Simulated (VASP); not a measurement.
Method: TPSS meta-GGA, VASP's PBE PAW potentials (set 64) (plane waves; VASP).

VASP input:

KPOINTS_OPT:
```
k-points along high-symmetry lines
10
Line-mode
Reciprocal
  0.000000   0.000000   0.000000 ! GAMMA
  0.500000  -0.000000   0.500000 ! X

  0.500000  -0.000000   0.500000 ! X
  0.625000   0.250000   0.625000 ! U

  0.375000   0.375000   0.750000 ! K
  0.000000   0.000000   0.000000 ! GAMMA

  0.000000   0.000000   0.000000 ! GAMMA
  0.500000   0.500000   0.500000 ! L

  0.500000   0.500000   0.500000 ! L
  0.500000   0.250000   0.750000 ! W

  0.500000   0.250000   0.750000 ! W
  0.500000  -0.000000   0.500000 ! X
```

### POSCAR
```
CaF2
1
    0.0000000000     2.7404825245     2.7404825245
    2.7404825245     0.0000000000     2.7404825245
    2.7404825245     2.7404825245     0.0000000000
Ca F
1 2
Direct
  1.0000000000   1.0000000000   0.0000000000
  0.2500000000   0.2500000000   0.2500000000
  0.7500000000   0.7500000000   0.7500000000
```

File KPOINTS:
```
Automatic mesh
0
Gamma
8 8 8
0 0 0
```

**INCAR**
```
SYSTEM = CaF2
PREC = Accurate; ENCUT = 520; LREAL = F
LASPH = T
EDIFF = 1E-7; NELM = 100; ALGO = Normal
LMIXTAU = T
ISMEAR = -5
METAGGA = TPSS
ISIF = 2
LWAVE = F; LCHARG = F; LORBIT = 11
NEDOS = 601
LEFG = T
```

POTCAR, in this order: Ca_sv F (PBE.64 set). Program: vasp_std.

The run wrote:

### OUTCAR
```
 ion  position               nearest neighbor table
   1  0.000  0.000  0.000-   3 2.37   3 2.37   3 2.37   2 2.37   3 2.37   2 2.37   2 2.37   2 2.37
  LATTYP: Found a face centered cubic cell.
 ALAT       =     5.4809650490
 Subroutine PRICEL returns:
 Original cell was already a primitive cell.
 Subroutine GETGRP returns: Found 48 space group operations
The static configuration has the point symmetry O_h .
The dynamic configuration has the point symmetry O_h .
 Subroutine INISYM returns: Found 48 space group operations
 Subroutine IBZKPT returns following result:
 Found     29 irreducible k-points:

 Following reciprocal coordinates:
            Coordinates               Weight
  0.000000  0.000000  0.000000      1.000000
  0.125000  0.000000  0.000000      8.000000
  0.250000  0.000000  0.000000      8.000000
  0.375000  0.000000  0.000000      8.000000
  0.500000  0.000000  0.000000      4.000000
  0.125000  0.125000  0.000000      6.000000
  0.250000  0.125000  0.000000     24.000000
  0.375000  0.125000  0.000000     24.000000
  0.500000  0.125000  0.000000     24.000000
 -0.375000  0.125000  0.000000     24.000000
...
```

OSZICAR:
```
       N       E                     dE             d eps       ncg     rms          rms(c)
DAV:   1     0.218307990558E+03    0.21831E+03   -0.14022E+04   928   0.153E+03
DAV:   2    -0.180765857839E+02   -0.23638E+03   -0.23419E+03  1248   0.407E+02
DAV:   3    -0.280947660239E+02   -0.10018E+02   -0.10011E+02  1040   0.991E+01
DAV:   4    -0.285065031145E+02   -0.41174E+00   -0.41156E+00  1552   0.146E+01
DAV:   5    -0.285098471004E+02   -0.33440E-02   -0.33440E-02  1032   0.137E+00    0.852E+00
DAV:   6    -0.298151762101E+02   -0.13053E+01   -0.12400E+02   928   0.137E+02    0.108E+01
DAV:   7    -0.298899722458E+02   -0.74796E-01   -0.19071E+00  1208   0.145E+01    0.853E+00
DAV:   8    -0.292175124538E+02    0.67246E+00   -0.77991E+00  1032   0.219E+01    0.117E+00
DAV:   9    -0.292615340060E+02   -0.44022E-01   -0.61204E-01  1136   0.926E+00    0.110E+00
DAV:  10    -0.295415000432E+02   -0.27997E+00   -0.34421E-01  1032   0.734E+00    0.190E-01
DAV:  11    -0.293496737147E+02    0.19183E+00   -0.12628E-01  1336   0.410E+00    0.193E-01
DAV:  12    -0.293536780714E+02   -0.40044E-02   -0.66944E-02  1232   0.265E+00    0.527E-01
DAV:  13    -0.293564547562E+02   -0.27767E-02   -0.49838E-02  1032   0.211E+00    0.102E-01
DAV:  14    -0.293604435979E+02   -0.39888E-02   -0.30708E-03  1016   0.707E-01    0.944E-02
DAV:  15    -0.293608235177E+02   -0.37992E-03   -0.28841E-04  1160   0.179E-01    0.543E-02
DAV:  16    -0.293608033557E+02    0.20162E-04   -0.25839E-04  1312   0.140E-01    0.785E-03
DAV:  17    -0.293608271507E+02   -0.23795E-04   -0.48221E-05   960   0.694E-02    0.686E-03
DAV:  18    -0.293608303536E+02   -0.32029E-05   -0.29604E-06  1248   0.174E-02    0.355E-03
DAV:  19    -0.293608307442E+02   -0.39062E-06   -0.49992E-06   944   0.197E-02    0.196E-03
DAV:  20    -0.293608311819E+02   -0.43775E-06   -0.12862E-06  1128   0.102E-02    0.626E-04
DAV:  21    -0.293608313993E+02   -0.21733E-06   -0.12634E-07   880   0.362E-03    0.184E-04
DAV:  22    -0.293608314786E+02   -0.79325E-07   -0.98679E-08   832   0.268E-03
   1 F= -.29360831E+02 E0= -.29360831E+02  d E =0.000000E+00
       N       E                     dE             ncg
       N       E                     dE             ncg
       N       E                     dE             ncg
```

**OUTCAR**
```
------------------------ aborting loop because EDIFF is reached ----------------------------------------
  FORCE on cell =-STRESS in cart. coord.  units (eV):
  Direction    XX          YY          ZZ          XY          YZ          ZX
  --------------------------------------------------------------------------------------
  Total       -0.0102866     -0.0102866     -0.0102866     -0.0000000      0.0000000      0.0000000
  in kB       -0.4003799     -0.4003799     -0.4003799     -0.0000000      0.0000000      0.0000000
  external PRESSURE =      -0.4003799 kB  Pullay stress =       0.0000000 kB
  volume of cell :       41.16
      direct lattice vectors                 reciprocal lattice vectors
     0.000000000  2.740482524  2.740482524    -0.182449622  0.182449622  0.182449622
     2.740482524  0.000000000  2.740482524     0.182449622 -0.182449622  0.182449622
     2.740482524  2.740482524  0.000000000     0.182449622  0.182449622 -0.182449622
 POSITION                                       TOTAL-FORCE (eV/Angst)
 -----------------------------------------------------------------------------------
      0.00000      0.00000      0.00000         0.000000      0.000000     -0.000000
      1.37024      1.37024      1.37024        -0.000000     -0.000000     -0.000000
      4.11072      4.11072      4.11072         0.000000      0.000000      0.000000
 -----------------------------------------------------------------------------------
    total drift:                                0.000000     -0.000000      0.000000
  FREE ENERGIE OF THE ION-ELECTRON SYSTEM (eV)
  ---------------------------------------------------
  free  energy   TOTEN  =       -29.3608314786 eV

  energy  without entropy=      -29.3608314786  energy(sigma->0) =      -29.36083148

 total charge

# of ion       s       p       d       tot
------------------------------------------
    1        2.016   5.867   0.204   8.087
    2        1.700   4.385   0.000   6.085
    3        1.700   4.385   0.000   6.085
--------------------------------------------------
tot          5.416  14.636   0.204  20.257

 Electric field gradients after diagonalization (V/A^2)
 (convention: |V_zz| > |V_xx| > |V_yy|)
----------------------------------------------------------------------
 ion       V_xx      V_yy      V_zz     asymmetry (V_yy - V_xx)/ V_zz
----------------------------------------------------------------------
   1       0.000     0.000    -0.000       0.000
   2       0.001     0.001    -0.002       0.000
   3       0.001     0.001    -0.002       0.000
```
(Selected blocks of OUTCAR.)

OUTCAR:
```
 val. band max:       -1.1900646606   @ k =   0.5000   0.5000   0.0000

 cond. band min:       6.5302722806   @ k =   0.0000   0.0000   0.0000


 Fermi energy:        -1.1270150376

 k-point     1 :       0.0000    0.0000    0.0000
  band No.  band energies     occupation
      1     -37.8145      2.00000
      2     -21.6615      2.00000
      3     -20.9282      2.00000
      4     -18.3357      2.00000
      5     -18.3357      2.00000
      6     -18.3357      2.00000
      7      -3.2743      2.00000
      8      -3.2743      2.00000
      9      -3.2743      2.00000
     10      -1.4424      2.00000
     11      -1.4424      2.00000
     12      -1.4424      2.00000
     13       6.5303      0.00000
     14       8.2962      0.00000
     15       8.2962      0.00000
     16      10.3068      0.00000

 k-point     2 :       0.1250    0.0000    0.0000
  band No.  band energies     occupation
      1     -37.8099      2.00000
      2     -21.6945      2.00000
      3     -20.9661      2.00000
      4     -18.3418      2.00000
      5     -18.3418      2.00000
      6     -18.2782      2.00000
      7      -3.2048      2.00000
      8      -3.2048      2.00000
      9      -3.1489      2.00000
     10      -1.6164      2.00000
     11      -1.5129      2.00000
     12      -1.5129      2.00000
     13       6.9252      0.00000
     14       8.3305      0.00000
     15       8.3305      0.00000
     16      10.1563      0.00000

 k-point     3 :       0.2500    0.0000    0.0000
  band No.  band energies     occupation
      1     -37.7988      2.00000
      2     -21.7435      2.00000
      3     -21.0838      2.00000
      4     -18.3560      2.00000
      5     -18.3560      2.00000
      6     -18.1309      2.00000
      7      -3.0214      2.00000
      8      -3.0214      2.00000
      9      -2.8504      2.00000
     10      -1.9848      2.00000
     11      -1.6931      2.00000
     12      -1.6931      2.00000
     13       7.8220      0.00000
...
```

The compound is CaF2 in the fluorite structure. It was relaxed first.
